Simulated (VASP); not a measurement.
Wanted: the native input for a VASP 6.6.1 run.

* Task: single point
* Functional: PBE
* Potentials or basis: VASP PAW PBE potentials, release 64 (In_d, Pd)
* Cutoff: 520 eV
* k mesh: 16 × 16 × 16
* Occupations: gaussian, width 0.15 eV
* Spin: no spin polarisation
* Dipole correction: no
* Further INCAR settings: ALGO = Fast; EDIFF = 1e-07; NBANDS = 18

The structure of InPd lies in POSCAR:

```
InPd
1.0
    3.6727513771      0.0000000000      0.0000000000
    0.0000000000      3.6727513771      0.0000000000
    0.0000000000      0.0000000000      2.5966352236
In Pd
1 1
Direct
    0.0000000000      0.0000000000      0.0000000000
    0.5000000000      0.5000000000      0.5000000000
```

The cell comes from a database or a generator and needn't be the stable form of this composition.

One way to write it, as run:

INCAR

```
SYSTEM = InPd
  PREC = Accurate
  ENCUT = 520
  EDIFF = 1E-7
  ISMEAR = 0
  SIGMA = 0.15
  LREAL = .FALSE.
  LASPH = .TRUE.
  NELM = 100
  ALGO = Fast
  ISIF = 2
  LWAVE = .FALSE.
  LCHARG = .FALSE.
  GGA = PE
  NBANDS = 18
```

KPOINTS

```
Automatic mesh
0
G
  16 16 16
  0 0 0
```

Potentials or basis: VASP PAW PBE potentials, release 64 (In_d, Pd).

Command:

```sh
$ cat potpaw_PBE.64/In_d/POTCAR potpaw_PBE.64/Pd/POTCAR > POTCAR
$ mpirun -np 1 vasp_std > vasp.out
```

Results of the run:

```yaml
Pressure: 12.9 GPa
Band_gap_on_the_k_mesh: none (metal or under the smearing width)
```

It took 2.4 min on 1 thread of AMD EPYC 9R14 (Zen 4), on a shared host, peak memory 0.33 GiB.
